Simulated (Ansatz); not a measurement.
Six crystals in the diamond structure, computed with PBE in Ansatz (plane waves, PAW datasets (generated soft set 1); cutoff 420 eV), no spin polarisation, no spin–orbit coupling, Fermi–Dirac smearing of 0.061 eV, k-spacing 0.06 Å⁻¹.

**Question.** Rank them by bulk modulus, stiffest first.
A. Ba
B. Rb
C. Na
D. Pd
E. H
F. I

**Answer.** E (91 GPa), D (66 GPa), F (10.9 GPa), A (8.2 GPa), C (2.9 GPa), B (1.0 GPa).

Model structures, not the usual forms at ambient conditions (metastable or hypothetical): Rb, I, H, Pd, Na, Ba. Spin polarisation is left out, and a magnetic state may lie lower for I, Pd.
